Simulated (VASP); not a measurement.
# La2O3 (P-62m) in VASP: further runs, part 2 of 2

VASP 6.6.1. The steps go on from the part before.

## Step 3: EvGW0 quasiparticle levels, LDA

File POSCAR:

```
La2O3
1.0
    6.2667802772      0.0000000000      0.0000000000
   -3.1333901386      5.4271909200      0.0000000000
    0.0000000000      0.0000000000      3.2997660000
La O
2 3
Direct
    0.6666666667      0.3333333333      0.5000000000
    0.3333333333      0.6666666667      0.5000000000
    0.5080139900      0.0000000000      0.0000000000
    0.0000000000      0.5080139900      0.0000000000
    0.4919860100      0.4919860100      0.0000000000
```

File INCAR.step1:

```
SYSTEM = La2O3
PREC = Accurate ; ENCUT = 500
EDIFF = 1E-8 ; ISMEAR = 0
SIGMA = 0.01 ; LREAL = .False.
LASPH = .True. ; NELM = 80
ALGO = Normal ; LWAVE = .True.
LCHARG = .False. ; GGA = CA
KPAR = 4
```

File INCAR.step2:

```
SYSTEM = La2O3
PREC = Accurate ; ENCUT = 500
EDIFF = 1E-8 ; ISMEAR = 0
SIGMA = 0.01 ; LREAL = .False.
LASPH = .True. ; NELM = 1
ALGO = Exact ; LWAVE = .True.
LCHARG = .False. ; GGA = CA
NBANDS = 355 ; LOPTICS = .True.
ISTART = 1 ; KPAR = 4
```

File INCAR.step3:

```
SYSTEM = La2O3
PREC = Accurate ; ENCUT = 500
EDIFF = 1E-8 ; ISMEAR = 0
SIGMA = 0.01 ; LREAL = .False.
LASPH = .True. ; ALGO = EVGW0
LWAVE = .False. ; LCHARG = .False.
GGA = CA ; NELMGW = 4
NBANDS = 355 ; ENCUTGW = 120
NOMEGA = 50 ; PRECFOCK = Fast
ISTART = 1 ; NBANDSGW = 28
KPAR = 4
```

File KPOINTS:

```
regular mesh
0
Gamma
  2 2 4
  0 0 0
```

Potentials or basis: VASP PAW LDA potentials, release 64 (La_GW, O_GW).

On the command line:

```bash
cat potpaw_LDA.64/La_GW/POTCAR potpaw_LDA.64/O_GW/POTCAR > POTCAR
cp INCAR.step1 INCAR
mpirun -np 4 vasp_std > vasp.out
cp INCAR.step2 INCAR
mpirun -np 4 vasp_std > vasp.out
cp INCAR.step3 INCAR
mpirun -np 4 vasp_std > vasp.out
```

OUTCAR:

```text
SYSTEM = La2O3
   PREC = Accurate
   ENCUT = 500
   EDIFF = 1E-8
   ISMEAR = 0
   LREAL = .False.
   LASPH = .True.
   GGA = CA
   NELMGW = 4
   ENCUTGW = 120
   PRECFOCK = Fast
   ISTART = 1

 ion  position               nearest neighbor table
   1  0.667  0.333  0.500-   3 2.45   3 2.45   4 2.45   4 2.45   5 2.45   5 2.45
   2  0.333  0.667  0.500-   4 2.45   4 2.45   3 2.45   3 2.45   5 2.45   5 2.45
   3  0.508  0.000  0.000-   1 2.45   1 2.45   2 2.45   2 2.45
   4  0.000  0.508  0.000-   2 2.45   2 2.45   1 2.45   1 2.45
   5  0.492  0.492  0.000-   1 2.45   1 2.45   2 2.45   2 2.45

  LATTYP: Found a hexagonal cell.
 ALAT       =     6.2667802772
 C/A-ratio  =     0.5265488583

  Lattice vectors:

 A1 = (   6.2667802772,   0.0000000000,   0.0000000000)
 A2 = (  -3.1333901386,   5.4271909200,   0.0000000000)
 A3 = (   0.0000000000,   0.0000000000,   3.2997660000)

Analysis of symmetry for initial positions (statically):
=====================================================================
 Subroutine PRICEL returns:
 Original cell was already a primitive cell.

 Routine SETGRP: Setting up the symmetry group for a
 hexagonal supercell.

 Subroutine GETGRP returns: Found 12 space group operations
 (whereof 12 operations were pure point group operations)
 out of a pool of 24 trial point group operations.

The static configuration has the point symmetry D_3h.

Analysis of symmetry for dynamics (positions and initial velocities):
=====================================================================
 Subroutine PRICEL returns:
 Original cell was already a primitive cell.

 Routine SETGRP: Setting up the symmetry group for a
 hexagonal supercell.

 Subroutine GETGRP returns: Found 12 space group operations
 (whereof 12 operations were pure point group operations)
 out of a pool of 24 trial point group operations.

The dynamic configuration has the point symmetry D_3h.

 Subroutine INISYM returns: Found 12 space group operations
 (whereof 12 operations are pure point group operations),
 and found     1 'primitive' translations

----------------------------------------------------------------------------------------

                                     Primitive cell

  volume of cell :     112.2284

  direct lattice vectors                    reciprocal lattice vectors
     6.266780277  0.000000000  0.000000000     0.159571575  0.092128692  0.000000000
    -3.133390139  5.427190920  0.000000000     0.000000000  0.184257384  0.000000000
     0.000000000  0.000000000  3.299766000     0.000000000  0.000000000  0.303051792

  length of vectors
     6.266780277  6.266780277  3.299766000     0.184257384  0.184257384  0.303051792

  position of ions in fractional coordinates (direct lattice)
     0.666666667  0.333333333  0.500000000
     0.333333333  0.666666667  0.500000000
     0.508013990  0.000000000  0.000000000
     0.000000000  0.508013990  0.000000000
     0.491986010  0.491986010  0.000000000

  ion indices of the primitive-cell ions
   primitive index   ion index
                 1           1
                 2           2
                 3           3
                 4           4
                 5           5

----------------------------------------------------------------------------------------

 KPOINTS: regular mesh

Automatic generation of k-mesh.
 Grid dimensions read from file:
 generate k-points for:    2    2    4

 Generating k-lattice:

  Cartesian coordinates                     Fractional coordinates (reciprocal lattice)
     0.079785788  0.046064346  0.000000000     0.500000000  0.000000000  0.000000000
     0.000000000  0.092128692  0.000000000     0.000000000  0.500000000  0.000000000
     0.000000000  0.000000000  0.075762948     0.000000000  0.000000000  0.250000000

  Length of vectors
     0.092128692  0.092128692  0.075762948

  Shift w.r.t. Gamma in fractional coordinates (k-lattice)
     0.000000000  0.000000000  0.000000000

 Subroutine IBZKPT returns following result:
 ===========================================

 Found      6 irreducible k-points:

 Following reciprocal coordinates:
            Coordinates               Weight
  0.000000  0.000000  0.000000      1.000000
  0.500000  0.000000  0.000000      3.000000
  0.000000  0.000000  0.250000      2.000000
  0.500000  0.000000  0.250000      6.000000
  0.000000  0.000000  0.500000      1.000000
  0.500000  0.000000  0.500000      3.000000
   k-points           NKPTS =      6   k-points in BZ     NKDIM =     16   number of bands    NBANDS=    355
   number of dos      NEDOS =    301   number of ions     NIONS =      5
   total plane-waves  NPLWV =  55296
   dimension x,y,z NGX =    48 NGY =   48 NGZ =   24
   dimension x,y,z NGXF=    96 NGYF=   96 NGZF=   48
   ions per type =               2   3
   NGX,Y,Z   is equivalent  to a cutoff of  12.73, 12.73, 12.09 a.u.
   NGXF,Y,Z  is equivalent  to a cutoff of  25.47, 25.47, 24.18 a.u.
 SYSTEM =  La2O3
   PREC   = accura    normal or accurate (medium, high low for compatibility)
   ISTART =      1    job   : 0-new  1-cont  2-samecut
   ICHARG =      0    charge: 1-file 2-atom 10-const
   ISPIN  =      1    spin polarized calculation?
   LNONCOLLINEAR =      F non collinear calculations
   LSORBIT =      F    spin-orbit coupling
   LASPH  =      T    aspherical Exc in radial PAW
   ENCUT  =  500.0 eV  36.75 Ry    6.06 a.u.  11.43 11.43  6.02*2*pi/ulx,y,z
   NELM   =     60;   NELMIN=  2; NELMDL=  0     # of ELM steps
   EDIFF  = 0.1E-07   stopping-criterion for ELM
   LREAL  =      F    real-space projection
   EDIFFG = 0.1E-06   stopping-criterion for IOM
   NSW    =      0    number of steps for IOM
   IBRION =     -1    ionic relax: 0-MD 1-quasi-New 2-CG
   NFREE  =      0    steps in history (QN), initial steepest desc. (CG)
   ISIF   =      0    stress and relaxation
   ISYM   =      3    0-nonsym 1-usesym 2-fastsym
   POTIM  = 0.5000    time-step for ionic-motion
   TEBEG  =    0.0;   TEEND  =   0.0 temperature during run
   PSTRESS=    0.0 pullay stress
   NELECT =      40.0000    total number of electrons
   NUPDOWN=      -1.0000    fix difference up-down
   EMIN   =  10.00;   EMAX   =-10.00  energy-range for DOS
   EFERMI =   0.00;   METHOD = LEGACY
   ISMEAR =     0;   SIGMA  =   0.01  broadening in eV -4-tet -1-fermi 0-gaus
   EFERMI_NEDOS =   21; number of points for ismear=-14 and -15
   IALGO  =     38    algorithm
   IMIX   =      4    mixing-type and parameters
     AMIX     =   0.40;   BMIX     =  1.00
     AMIX_MAG =   1.60;   BMIX_MAG =  1.00
  volume/ion in A,a.u.               =      22.45       151.47
  Fermi-wavevector in a.u.,A,eV,Ry     =   1.160719  2.193442 18.330716  1.347270
  Thomas-Fermi vector in A             =   2.297299
   LORBIT       =      0    0 simple, 1 ext, 2 COOP (PROOUT), +10 PAW based schemes
   GGA     = CA    functional components
   LHFCALC =     T    Hartree Fock is set to
   PRECFOCK=fast      Normal, Fast or Accurate (Low or Medium for compatibility)
   ENCUT4O =  -1.0   cutoff for four orbital integrals eV
   NKREDX  =     1    reduce k-point grid by
   NKREDY  =     1    reduce k-point grid by
   NKREDZ  =     1    reduce k-point grid by
   AEXX    =    1.0000 exact exchange contribution
   HFSCREEN=    0.0000 screening length (either q_TF or 0.3 A-1)
   HFSCREENC=   0.0000 screening length for correlation (either q_TF or 0.3 A-1)
   ENCUTFOCK=  -1.0 apply spherical cutoff to Coloumb kernel
   IVDW    =     0    specifies the selected vdW correction
   LEPSILON=     F    determine dielectric tensor
   LRPA    =     F    only Hartree local field effects (RPA)
   LRPAFORCE           =     F    calculate RPA forces
   ENCUTGW             = 120.0    cutoff for response function in eV
   ENCUTGWSOFT         =  96.0    soft cutoff for Coulomb kernel in GW response function in eV
   ENCUTLF             =  -1.0    cutoff for local field effects
   NELMGW              =     4    number of iterations in solving QP/BSE equation
   NELMHF              =     1    number of iterations in the inner HF iteration
   NKREDLFX            =     1    NKREDLFY  =   1   NKREDLFZ  =   1
 non-spin polarized calculation
 Gauss-broadening in eV      SIGMA  =   0.01
  energy-cutoff  :      500.00
  volume of cell :      112.23
 maximum number of plane-waves:      2928
 NGX is ok and might be reduce to    48
  NGX = 28; NGY = 28; NGZ = 14
   NGX = 23   NGY = 23   NGZ = 13
 maximum number of plane-waves:       348
 NGX is ok and might be reduce to    28

 QP shifts <psi_nk| G(iteration)W_0 |psi_nk>: iteration 1
 for sc-GW calculations column KS-energies equals QP-energies in previous step
 and V_xc(KS)=  KS-energies - (<T + V_ion + V_H > + <T+V_H+V_ion>^1  + <V_x>^1)

 k-point   1 :       0.0000    0.0000    0.0000
  band No.  KS-energies  QP-energies   sigma(KS)   V_xc(KS)     V^pw_x(r,r')   Z            occupation Imag(sigma)

      1     -26.8047     -27.4356     -17.2617     -16.2601     -26.3188       0.6300       2.0000       1.4767
      2     -26.5749     -27.2264     -17.4175     -16.3648     -26.2700       0.6188       2.0000       1.3302
      3     -13.7052     -14.8362     -18.9384     -17.1320     -27.3436       0.6261       2.0000       0.9005
      4     -13.7052     -14.8362     -18.9384     -17.1320     -27.3436       0.6261       2.0000       0.9005
      5     -11.9755     -13.5190     -21.5674     -19.2096     -30.5772       0.6546       2.0000       0.9287
      6     -10.3661     -11.4370     -16.6456     -15.1940     -20.9742       0.7378       2.0000       0.5364
[... 20 lines left out ...]
     27       8.1364      12.6694     -10.0739     -16.6092      -2.3771       0.6936       0.0000      -0.2792
     28       8.1530      12.6655      -9.9762     -16.5514      -2.0818       0.6863       0.0000      -0.3018
[... 714 lines left out ...]
      1     -27.4795     -27.5117     -17.5520      -9.9789     -26.2719       0.6277       2.0000       1.2695
      2     -27.4243     -27.4563     -17.5862      -9.8889     -26.2788       0.6300       2.0000       1.2719
      3     -15.6204     -15.6498     -18.4894       2.8234     -26.8661       0.6452       2.0000       1.0945
      4     -15.1476     -15.1764     -18.7650       3.5726     -26.9752       0.6420       2.0000       1.0522
      5     -14.2055     -14.2354     -21.2683       7.0145     -30.7610       0.6193       2.0000       1.0426
      6     -12.2951     -12.3121     -16.3784       4.0611     -20.9370       0.7629       2.0000       0.6684
[... 20 lines left out ...]
     27      12.9475      12.9693     -10.6431      23.6237      -2.1330       0.6581       0.0000      -0.8170
     28      13.2542      13.2757     -11.3397      24.6263      -2.1730       0.6640       0.0000      -1.0874
```

It took 5.1 min on 4 MPI ranks of Intel Xeon 6975P-C (Granite Rapids), shared host; peak memory 1.6 GiB.

What came out:

- Band gap on the k mesh, mean-field level: 1.37 eV, indirect (least direct gap 1.90 eV)
- Quasiparticle gap: 2.96 eV
- Least direct quasiparticle gap: 3.45 eV

Levels at points of the mesh, in eV from the valence-band top:
```
           k point  band 18  band 19  band 20  band 21  band 22  band 23
(0.00, 0.00, 0.00)    -1.05    -0.75    -0.53     1.37     3.28     3.79
(0.50, 0.00, 0.00)    -1.21    -1.18    -0.99     2.54     3.34     4.04
(0.00, 0.00, 0.50)    -1.23    -0.35     0.00     4.06     4.07     4.12
(0.50, 0.00, 0.50)    -1.44    -0.72    -0.66     4.12     4.13     4.18
```

Quasiparticle gap after each update of the energies (eV): 2.64, 2.90, 2.95, 2.96

Caveat: the k mesh is coarse (spacing up to 0.58 Å⁻¹), so the values aren't converged; the cutoff is under 1.25 times the usual one of these potentials, so pressure, stress and relaxed cells hold a basis-set (Pulay) error; bands, screening cutoff and mesh are small and nothing is extrapolated, so the quasiparticle values aren't converged; spin-orbit coupling is left out, which moves the levels of the heavy elements. A k mesh can miss the band edges.

## Step 4: For comparison

An earlier run on the cell as given: functional PBE; potentials or basis VASP PAW PBE potentials, release 64 (La, O); cutoff 520 eV; k mesh 5 × 5 × 8; occupations fermi-dirac, width 0.05 eV; no spin polarisation.

- Pressure: 1.9 GPa
- Largest force: 0.047 eV/Å
- Band gap on the k mesh: 1.54 eV, indirect (least direct gap 2.05 eV)
